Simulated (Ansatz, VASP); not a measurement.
## AlN: VASP beside Ansatz

```xyz
4
Lattice="3.2306 0.0000 0.0000 -1.6153 2.7978 0.0000 0.0000 0.0000 4.0829" Properties=species:S:1:pos:R:3 pbc="T T T"
Al    0.0000    1.8652    3.1869
Al    1.6153    0.9326    1.1454
N     0.0000    1.8652    0.7805
N     1.6153    0.9326    2.8219
```

Change from the starting cell: mode 4 frozen in at -0.246 Å, equal normal strain along x, y and z -0.0250.

Alike in both runs: task single point; functional PBE; k mesh 9 × 9 × 6; occupations gaussian, width 0.05 eV; no spin polarisation.

|  | VASP | Ansatz |
| --- | --- | --- |
| version | VASP 6.6.1 | Ansatz 0.2.0 |
| potentials or method | VASP PAW PBE potentials, release 64 (Al, N) | scalar-relativistic, plane waves, PAW |
| plane-wave cutoff (eV) | 520 | 520 |
| valence electrons in the cell | 16 | 16 |

|  | VASP | Ansatz | Ansatz less VASP |
| --- | --- | --- | --- |
| gap on the k mesh at the Fermi level (eV) | 4.35 | 4.34 | -0.010 |
| least direct gap on the mesh (eV) | 4.35 | 4.34 | -0.010 |
| pressure (GPa) | 36.0 | 36.0 | +0.04 |
| largest component of the traceless stress (GPa) | 54.14 | 53.75 | -0.387 |
| rms of the force components (eV/Å) | 2.564 | 2.552 | -0.0123 |

Atom by atom the forces differ by 0.012 eV/Å (rms over components). The functional is the same, so the differences come from potentials, cutoffs and numerics.

Caveats: so large a pressure means that the cell lies far from this level's equilibrium, or that cutoff or potentials fall short (VASP); an odd mesh through Γ misses points on the zone boundary, where band edges often lie; forces of over 1 eV/Å show positions far from the minimum, so gaps and moduli don't describe the material at rest.
